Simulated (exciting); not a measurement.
# Mo (P-1) in exciting: reference runs

How does Mo come out in PBE? The cell is run as given.

Everything below comes from runs of exciting (release sodium). Logs are shortened: lines on timing, memory, paths and dates and some standing lists are left out, and cuts for length are marked.

**1. The structure**

The typed cell holds 1 atom: a = 2.785 Å, b = 2.985 Å, c = 2.927 Å, α = 59.76°, β = 54.74°, γ = 58.94°.

This isn't the form of Mo at room conditions, which is bcc.

**2. Single point, PBE**

The input, input.xml:

```xml
<input>
  <title>Mo</title>
  <structure speciespath="./" tshift="false">
    <crystal scale="1">
      <basevect>0.297689803632 3.815441402994 3.612836797597</basevect>
      <basevect>4.015149492878 -0.049881248580 3.960407849808</basevect>
      <basevect>3.836055707191 3.983918669518 0.129212537107</basevect>
    </crystal>
    <species speciesfile="Mo.xml" rmt="2.3">
      <atom coord="0.000000000000 0.000000000000 0.000000000000"/>
    </species>
  </structure>
  <groundstate do="fromscratch" ngridk="12 11 12" rgkmax="9" gmaxvr="14" lmaxapw="10" lmaxmat="10" lmaxvr="8" xctype="GGA_PBE" stype="Fermi Dirac" swidth="0.00183747" nempty="12" ValenceRelativity="iora*" epsengy="1e-05" epspot="1e-05" maxscl="60" tforce="true" outputlevel="normal"/>
  <properties>
    <chargedensityplot>
      <plot3d>
        <box grid="14 15 15">
          <origin coord="0 0 0"/>
          <point coord="1 0 0"/>
          <point coord="0 1 0"/>
          <point coord="0 0 1"/>
        </box>
      </plot3d>
    </chargedensityplot>
    <elfplot>
      <plot3d>
        <box grid="14 15 15">
          <origin coord="0 0 0"/>
          <point coord="1 0 0"/>
          <point coord="0 1 0"/>
          <point coord="0 0 1"/>
        </box>
      </plot3d>
    </elfplot>
    <exccplot>
      <plot3d>
        <box grid="14 15 15">
          <origin coord="0 0 0"/>
          <point coord="1 0 0"/>
          <point coord="0 1 0"/>
          <point coord="0 0 1"/>
        </box>
      </plot3d>
    </exccplot>
  </properties>
</input>
```

Potentials or basis: all-electron LAPW+lo, shipped species files, valence relativity iora*.

The run is started by

```sh
$ OMP_NUM_THREADS=1 exciting_smp
```

INFO.OUT:

```text
================================================================================
EXCITING SODIUM started
[... 10 lines left out ...]

 Lattice vectors (cartesian) :
      0.2976898036      3.8154414030      3.6128367976
      4.0151494929     -0.0498812486      3.9604078498
      3.8360557072      3.9839186695      0.1292125371

 Reciprocal lattice vectors (cartesian) :
     -0.9034952085      0.8399103444      0.9265621734
      0.7956472437     -0.7910871124      0.7698909766
      0.8752490182      0.7628409221     -0.8777389414

 Unit cell volume                           :     109.7695197165
 Brillouin zone volume                      :       2.2597367109

 Species :    1 (Mo)
     parameters loaded from                 :    Mo.xml
     name                                   :    molybdenum
     nuclear charge                         :     -42.00000000
     electronic charge                      :      42.00000000
     atomic mass                            :  174887.92120000
     muffin-tin radius                      :       2.30000000
     # of radial points in muffin-tin       :     400

     atomic positions (lattice) :
       1 :   0.00000000  0.00000000  0.00000000

 Total number of atoms per unit cell        :       1

 Spin treatment                             :    spin-unpolarised

 Number of Bravais lattice symmetries       :       2
 Number of crystal symmetries               :       2

 k-point grid                               :      12   11   12
 Total number of k-points                   :     794
 k-point set is reduced with crystal symmetries

 R^MT_min * |G+k|_max (rgkmax)              :       9.00000000
 Species with R^MT_min                      :       1 (Mo)
 Maximum |G+k| for APW functions            :       3.91304348
 Maximum |G| for potential and density      :      14.00000000

 G-vector grid sizes                        :      24    27    25
 Total number of G-vectors                  :    5101

 Maximum angular momentum used for
     APW functions                          :      10
     computing H and O matrix elements      :      10
     potential and density                  :       8
     inner part of muffin-tin               :       2

 Total nuclear charge                       :     -42.00000000
 Total electronic charge                    :      42.00000000
 Total core charge                          :      28.00000000
 Total valence charge                       :      14.00000000

 Number of empty states                     :      12
 Total number of valence states             :      20

 Maximum Hamiltonian size                   :     131
 Maximum number of plane-waves              :     118
 Total number of local-orbitals             :      13

 Exchange-correlation type                  :      20
[... 23 lines left out ...]
+ SCF iteration number :    1                                                  +
++++++++++++++++++++++++++++++++++++++++++++++++++++++++++++++++++++++++++++++++
 Total energy                               :     -4041.88743386
 _______________________________________________________________
 Fermi energy                               :         0.50763873
 Kinetic energy                             :      4203.27297941
 Coulomb energy                             :     -8121.45987315
 Exchange energy                            :      -121.49585795
 Correlation energy                         :        -2.20468217

 DOS at Fermi energy (states/Ha/cell)       :        24.96828096

 Electron charges :
     core                                   :        28.00000000
     core leakage                           :         0.00000359
     valence                                :        14.00000000
     interstitial                           :         2.59624790
     charge in muffin-tin spheres :
                  atom     1    Mo          :        39.40375210
     total charge in muffin-tins            :        39.40375210
     total charge                           :        42.00000000

++++++++++++++++++++++++++++++++++++++++++++++++++++++++++++++++++++++++++++++++
+ SCF iteration number :    2                                                  +
++++++++++++++++++++++++++++++++++++++++++++++++++++++++++++++++++++++++++++++++
 Total energy                               :     -4046.22254017
 _______________________________________________________________
 Fermi energy                               :         0.49690257
 Kinetic energy                             :      4200.70889428
 Coulomb energy                             :     -8123.12314303
 Exchange energy                            :      -121.60433628
 Correlation energy                         :        -2.20395515

 DOS at Fermi energy (states/Ha/cell)       :        27.32480890

 Electron charges :
     core                                   :        28.00000000
     core leakage                           :         0.00000346
     valence                                :        14.00000000
     interstitial                           :         2.50491303
     charge in muffin-tin spheres :
                  atom     1    Mo          :        39.49508697
     total charge in muffin-tins            :        39.49508697
     total charge                           :        42.00000000

 RMS change in effective potential (target) :  0.478341E-01  ( 0.100000E-04)
 Absolute change in total energy   (target) :   4.33511      ( 0.100000E-04)
 Charge distance                   (target) :  0.535434E-02  ( 0.100000E-04)
 Abs. change in max-nonIBS-force   (target) :   0.00000      ( 0.500000E-04)

++++++++++++++++++++++++++++++++++++++++++++++++++++++++++++++++++++++++++++++++
+ SCF iteration number :    3                                                  +
++++++++++++++++++++++++++++++++++++++++++++++++++++++++++++++++++++++++++++++++
 Total energy                               :     -4048.43432815
 _______________________________________________________________
 Fermi energy                               :         0.49061401
 Kinetic energy                             :      4199.31544128
 Coulomb energy                             :     -8123.88496015
 Exchange energy                            :      -121.66128663
 Correlation energy                         :        -2.20352265

 DOS at Fermi energy (states/Ha/cell)       :        27.40630842

 Electron charges :
     core                                   :        28.00000000
     core leakage                           :         0.00000340
     valence                                :        14.00000000
     interstitial                           :         2.45274334
     charge in muffin-tin spheres :
                  atom     1    Mo          :        39.54725666
     total charge in muffin-tins            :        39.54725666
     total charge                           :        42.00000000
[... 157 lines left out ...]
 DOS at Fermi energy (states/Ha/cell)       :        27.54815315

 Electron charges :
     core                                   :        28.00000000
     core leakage                           :         0.00000339
     valence                                :        14.00000000
     interstitial                           :         2.40696704
     charge in muffin-tin spheres :
                  atom     1    Mo          :        39.59303296
     total charge in muffin-tins            :        39.59303296
     total charge                           :        42.00000000

 RMS change in effective potential (target) :  0.230511E-06  ( 0.100000E-04)
 Absolute change in total energy   (target) :  0.847436E-05  ( 0.100000E-04)
 Charge distance                   (target) :  0.386439E-06  ( 0.100000E-04)
 Abs. change in max-nonIBS-force   (target) :   0.00000      ( 0.500000E-04)

++++++++++++++++++++++++++++++++++++++++++++++++++++++++++++++++++++++++++++++++
+ SCF iteration number :   10                                                  +
++++++++++++++++++++++++++++++++++++++++++++++++++++++++++++++++++++++++++++++++
 Total energy                               :     -4049.57611094
 _______________________________________________________________
 Fermi energy                               :         0.48448742
 Kinetic energy                             :      4198.32047130
 Coulomb energy                             :     -8123.99786010
 Exchange energy                            :      -121.69560450
 Correlation energy                         :        -2.20311764

 DOS at Fermi energy (states/Ha/cell)       :        27.54810570

 Electron charges :
     core                                   :        28.00000000
     core leakage                           :         0.00000339
     valence                                :        14.00000000
     interstitial                           :         2.40696726
     charge in muffin-tin spheres :
                  atom     1    Mo          :        39.59303274
     total charge in muffin-tins            :        39.59303274
     total charge                           :        42.00000000

 RMS change in effective potential (target) :  0.396256E-07  ( 0.100000E-04)
 Absolute change in total energy   (target) :  0.907603E-06  ( 0.100000E-04)
 Charge distance                   (target) :  0.662622E-07  ( 0.100000E-04)
 Abs. change in max-nonIBS-force   (target) :   0.00000      ( 0.500000E-04)

++++++++++++++++++++++++++++++++++++++++++++++++++++++++++++++++++++++++++++++++
| Convergency criteria checked for the last 2 iterations                       +
| Convergence targets achieved. Performing final SCF iteration                 +
++++++++++++++++++++++++++++++++++++++++++++++++++++++++++++++++++++++++++++++++
 Total energy                               :     -4049.57611452
 _______________________________________________________________
 Fermi energy                               :         0.48448740
 Kinetic energy                             :      4198.32046984
 Coulomb energy                             :     -8123.99786212
 Exchange energy                            :      -121.69560460
 Correlation energy                         :        -2.20311764

 DOS at Fermi energy (states/Ha/cell)       :        27.54810701

 Electron charges :
     core                                   :        28.00000000
     core leakage                           :         0.00000339
     valence                                :        14.00000000
     interstitial                           :         2.40696721
     charge in muffin-tin spheres :
                  atom     1    Mo          :        39.59303279
     total charge in muffin-tins            :        39.59303279
     total charge                           :        42.00000000

++++++++++++++++++++++++++++++++++++++++++++++++++++++++++++++++++++++++++++++++
+ Self-consistent loop stopped                                                 +
++++++++++++++++++++++++++++++++++++++++++++++++++++++++++++++++++++++++++++++++
 STATE.OUT is written

--------------------------------------------------------------------------------
- Writing atomic positions and forces                                          -
--------------------------------------------------------------------------------

 Atomic positions (lattice) :
 atom     1  Mo  :     0.00000000    0.00000000    0.00000000

 Total atomic forces including IBS (cartesian) :
 atom     1  Mo  :     0.00000000    0.00000000    0.00000000

 Atomic force components including IBS (cartesian) :
 atom     1  Mo  :     0.00000000    0.00000000    0.00000000   HF force
                 :     0.00000000    0.00000000    0.00000000   core correction
                 :     0.00000000    0.00000000    0.00000000   IBS correction

********************************************************************************
[... 7 lines left out ...]
| EXCITING SODIUM stopped                                                      =
================================================================================
```

Wall time 3.9 min (1 thread of Intel Xeon Platinum 8259CL at 2.50GHz (Skylake/Cascade Lake), shared host); peak memory 0.11 GiB.

What came out:

```yaml
Free_energy: -110194.5881 eV
Band_gap_on_the_k_mesh: none (metal or under the smearing width)
All_electrons_inside_the_program's_atomic_spheres: Mo 39.59 (radii Mo 2.3 bohr)
```

Levels at points of the mesh, in eV from the Fermi level:
```csv
k point,band 4,band 5,band 6,band 7,band 8,band 9,band 10,band 11
"(0.00, 0.00, 0.00)",-34.12,-6.87,-1.85,-1.71,0.51,1.50,2.28,12.75
"(0.50, 0.00, 0.00)",-34.63,-4.83,-1.72,-1.24,2.52,3.52,4.57,11.85
"(0.00, 0.00, 0.50)",-34.49,-4.71,-1.87,-0.29,1.55,2.79,4.07,11.36
"(0.50, 0.00, 0.50)",-34.42,-5.06,-4.41,3.14,3.68,4.20,4.42,10.72
```

Caveat: the log's total energy holds no entropy term; the free energy is that total less TS from the occupations.
